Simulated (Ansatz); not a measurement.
Relaxed-ion elastic tensor of GeO2 in space group P3_121 (No. 152; Ge on 3a, O on 6c) in GPa (Voigt order), LDA (plane waves, PAW; program Ansatz); density 4.48 g/cm³, 12.92 Å³ per atom.

```
56.6  25.8  25.2   1.5   0.0   0.0
25.8  56.6  25.2  -1.5   0.0   0.0
25.2  25.2   113   0.0   0.0   0.0
 1.5  -1.5   0.0  28.7   0.0   0.0
 0.0   0.0   0.0   0.0  28.7   1.5
 0.0   0.0   0.0   0.0   1.5  15.4
```

Task: Is the crystal mechanically stable?

Result: Yes: the smallest eigenvalue of C is 15.2 GPa.

Task: Work out the Voigt, Reuss and Hill averages.

Result: K_V = 42.0, K_R = 38.7, K_H = 40.4; G_V = 24.6, G_R = 21.6, G_H = 23.1 GPa.

Task: Give Young's modulus, Poisson's ratio, Pugh's ratio and the universal anisotropy index.

Result: E = 9KG/(3K + G) = 58.1 GPa; ν = 0.26; K/G = 1.75 (near the Pugh limit of 1.75, no verdict); A_U = 5G_V/G_R + K_V/K_R − 6 = 0.78.

Task: Estimate the sound speeds and the Debye temperature.

Result: v_l = √((K + 4G/3)/ρ) = 3980 m/s, v_t = √(G/ρ) = 2270 m/s, mean 2520 m/s; Θ = (h/k)(3n/4πV)^(1/3) v_m = 320 K.

Task: Solve the Christoffel equation for the three sound speeds along x, y, z.

Result: Eigenvalues of C_ijkl n_j n_l equal ρv² (piezoelectric stiffening left out). In km/s, slowest first: x 1.84, 2.54, 3.55; y 1.85, 2.53, 3.56; z 2.53, 2.53, 5.01.

Task: How much does each axis shrink under pressure?

Result: Linear compressibilities β_i = Σ_j S_ij (j = 1 to 3): x 11, y 11, z 4.0 per TPa.

The cell was relaxed with LDA under the symmetry of its start; phonons on a q-mesh show no instability.

Potentials: the later of the program's two PAW sets.
